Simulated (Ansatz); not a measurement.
The cell of P is invented: random cell by space group and Wyckoff sites (P4/mmm, No. 123). Its size is a rough estimate.

```
P
1.0
     3.39988    0.00000    0.00000
     0.00000    3.39988    0.00000
     0.00000    0.00000    1.96006
P
1
Direct
  0.00000 0.00000 0.00000
```

The calculation used Ansatz, DFT PBE, scalar-relativistic, plane waves, PAW. Cutoff 420 eV, Gaussian smearing, Γ-centred meshes. Cell and atoms relax first on a coarse mesh and then on a finer one. In between, the cell is made exact in the group found at 0.06 Å. In metals the finer mesh still leaves noise of several meV/atom or more. The steps can't lower the symmetry of their start. No spin polarisation.

A guess keeps its type if space group and coordination stay and the shape of the cell changes little (axis ratios within about 15 %, angles within 6°); the volume may change.

**Question.** Will the relaxed cell still be of the starting type?

**Answer.** It doesn't keep its type. The symmetry goes from P4/mmm (No. 123) to Pm-3m (No. 221). The end has the simple cubic type. The volume per atom shrinks by 35.5 %, from 22.7 to 14.6 Å³. The shortest distance goes from 1.96 Å (P–P) to 2.44 Å (P–P). Counting neighbours within 15 % of an atom's shortest distance, the start has P 2 and the end P 6. In detail, at the end around P lie 6 P at 2.44 Å.

```cif
data_structure
_symmetry_space_group_name_H-M 'P 1'
_symmetry_Int_Tables_number 1
_cell_length_a 2.4448
_cell_length_b 2.4448
_cell_length_c 2.4448
_cell_angle_alpha 90.000
_cell_angle_beta 90.000
_cell_angle_gamma 90.000
_cell_volume 14.61
loop_
_atom_site_label
_atom_site_type_symbol
_atom_site_fract_x
_atom_site_fract_y
_atom_site_fract_z
_atom_site_occupancy
P1 P 0.00000 0.00000 0.00000 1
```

The last run used a 22×22×22 mesh for its 1-atom cell and Gaussian smearing of 0.10 eV. A later test with randomly moved atoms ended 2 meV/atom higher, in P4/mmm at a loose tolerance, which is no clear verdict on its stability.
